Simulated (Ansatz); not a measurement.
A run of Ansatz 0.2.0 is set up as follows.

File input.yaml:

```yaml
crystal:
  lattice:
    - [0.0, 2.56477, 2.56477]
    - [2.56477, 0.0, 2.56477]
    - [2.56477, 2.56477, 0.0]
  atoms:
    - { symbol: Cl, position: [0.5, 0.5, 0.5] }
    - { symbol: Li, position: [0.0, 0.0, 0.0] }
hamiltonian:
  xc: pbe
  pseudopotentials: { kind: paw }
kpoints:
  mp_grid: { grid: [9, 9, 9] }
scf:
  occupations: { method: gaussian, width: 0.026 }
output:
  forces: true
  stress: true
  eigenvalues: true
```

Potentials or basis: Ansatz PAW.

Launch:

```bash
$ ansatz run input.yaml --threads 2 --pin off --max-ram 5632MiB --backend cpu --events-out ev --progress --plain --runs-dir out
```

Task: What does it give for the band gap on the k mesh?

Result: 6.33 eV, direct.

Task: Predict the pressure.

Result: 0.4 GPa.

Caveat: odd divisions of the mesh miss points on the zone boundary, where band edges often lie, so the gap on the mesh can be too wide. A k mesh can miss the band edges.
